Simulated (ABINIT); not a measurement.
Crystal: BN.

```
N B
1.0
     2.49824    0.00000    0.00000
    -1.24912    2.16354    0.00000
     0.00000    0.00000    6.63570
N B
2 2
Direct
  0.66667 0.33333 0.25000
  0.33333 0.66667 0.75000
  0.66667 0.33333 0.75000
  0.33333 0.66667 0.25000
```

Base run:

```yaml
Program: ABINIT 10.8.3 (patched build)
Functional: HCTH407
Potentials_or_basis: JTH PAW PBE v2.0
Cutoff: 707 eV
k_mesh: 12 × 12 × 4
Occupations: fermi-dirac, width 0.05 eV
Spin: no spin polarisation
```

Its results: band gap on the k mesh 4.71 eV, indirect (least direct gap 5.02 eV); pressure 6.0 GPa.

Task: The run is repeated on the same cell with these changes: functional from HCTH407 to BP86. What comes out?

Result: Band gap on the k mesh 4.29 eV, indirect (least direct gap 4.67 eV); pressure 5.8 GPa.

Caveats: the PAW data sets were made with another functional, which shifts forces and pressure a little.

A k mesh can miss the band edges.

Not every run made on this cell is shown here.
